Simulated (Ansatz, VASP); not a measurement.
# Pt: VASP beside Ansatz

```
Pt
1.0
     2.71249    0.00000    0.00000
    -1.35624    2.34908    0.00000
     0.00000    0.00000    9.95617
Pt
4
Direct
  0.33333 0.66667 0.38060
  0.66667 0.33333 0.88060
  0.66667 0.33333 0.61940
  0.33333 0.66667 0.11940
```

Alike in both runs: functional r2SCAN; k mesh 9 × 9 × 2; occupations gaussian, width 0.1 eV; no spin polarisation.

Ansatz relaxed the structure, and its values are those at the end. VASP's run is a single point on that final structure, the one shown.

```csv
,VASP,Ansatz
version,VASP 6.6.1,Ansatz 0.2.0
potentials or method,"VASP PAW PBE potentials, release 64 (Pt)","scalar-relativistic, plane waves, PAW"
plane-wave cutoff (eV),520,500
valence electrons in the cell,40,72
```

|  | VASP | Ansatz | Ansatz less VASP |
| --- | --- | --- | --- |
| gap on the k mesh at the Fermi level (eV) | none | none | - |
| pressure (GPa) | 0.6 | 0.0 | -0.64 |
| rms of the force components (eV/Å) | 0.004 | 0.007 | +0.0026 |

A gap of «none» marks a metal or a gap that the smearing closes. The functional is the same, so the differences come from potentials, cutoffs and numerics. The two sets of potentials don't hold the same shells in valence.

Caveats: the PAW data sets were made with another functional, which shifts forces and pressure a little (VASP). The runs have no spin-orbit coupling, so splittings on Pt are missing.
